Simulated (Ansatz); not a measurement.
As: single point with PBEsol

The system is As.

```
CELL_PARAMETERS angstrom
1.82500 -5.50000 0.00000
1.82500 5.50000 0.00000
0.00000 0.00000 4.47000
ATOMIC_POSITIONS crystal
As 0.37537 0.60335 0.55866
As 0.88654 0.10528 0.93966
As 0.61829 0.39250 0.43957
As 0.11427 0.89248 0.05694
```

This isn't the form of As at room conditions, which is rhombohedral.

The cell isn't the ideal one: atoms moved at random, drawn with an rms of 0.05 Å.

```json
{
 "Program": "Ansatz 0.2.0",
 "Task": "single point",
 "Functional": "PBEsol",
 "Potentials or basis": "all-electron LAPW, scalar-relativistic",
 "Cutoff": "299 eV (chosen from the basis error)",
 "Basis error allowed": "0.001 eV/atom",
 "k mesh": "8 × 8 × 6",
 "Occupations": "fermi-dirac, width 0.05 eV",
 "Spin": "no spin polarisation"
}
```

```json
{
 "Pressure": "-1.2 GPa",
 "Largest force": "0.448 eV/Å",
 "Band gap on the k mesh": "none (metal or under the smearing width)"
}
```

Forces on the atoms (eV/Å):
```
As   0.188 -0.387  0.128
As  -0.097  0.073 -0.098
As  -0.086  0.389 -0.195
As  -0.004 -0.075  0.164
```

Stress tensor (GPa, compression positive):
```
 0.10  0.45 -0.47
 0.45 -1.90  0.13
-0.47  0.13 -1.86
```

Levels at points of the mesh, in eV from the Fermi level:
| k point | band 42 | band 43 | band 44 | band 45 | band 46 | band 47 | band 48 | band 49 | band 50 | band 51 |
| --- | --- | --- | --- | --- | --- | --- | --- | --- | --- | --- |
| (0.00, 0.00, 0.00) | -4.23 | -2.84 | -2.21 | -1.82 | -1.00 | 1.94 | 2.15 | 2.61 | 3.56 | 4.81 |
| (0.00, 0.00, -0.50) | -4.28 | -1.87 | -1.78 | -0.49 | -0.40 | 1.03 | 1.05 | 2.02 | 2.18 | 4.85 |
| (0.00, -0.50, 0.00) | -3.53 | -2.55 | -2.42 | -2.36 | -2.19 | 0.76 | 0.81 | 1.06 | 1.11 | 3.17 |
| (0.00, -0.50, -0.50) | -5.37 | -4.67 | -4.54 | -1.83 | -1.71 | 1.94 | 2.03 | 4.68 | 4.78 | 6.33 |
| (-0.50, 0.00, 0.00) | -3.55 | -2.47 | -2.42 | -2.30 | -2.18 | 0.80 | 0.84 | 0.98 | 1.09 | 2.97 |
| (-0.50, 0.00, -0.50) | -5.31 | -4.63 | -4.52 | -1.79 | -1.70 | 1.70 | 1.98 | 4.70 | 4.78 | 6.32 |
| (-0.50, -0.50, 0.00) | -4.34 | -3.24 | -1.65 | -1.16 | -0.46 | 0.20 | 2.09 | 2.48 | 3.14 | 4.69 |
| (-0.50, -0.50, -0.50) | -1.92 | -1.83 | -1.76 | -0.98 | -0.92 | 1.30 | 1.55 | 1.71 | 1.78 | 2.61 |

Wall time 4.7 min on 2 threads of Arm Neoverse V2 (shared host), peak memory 1.4 GiB.
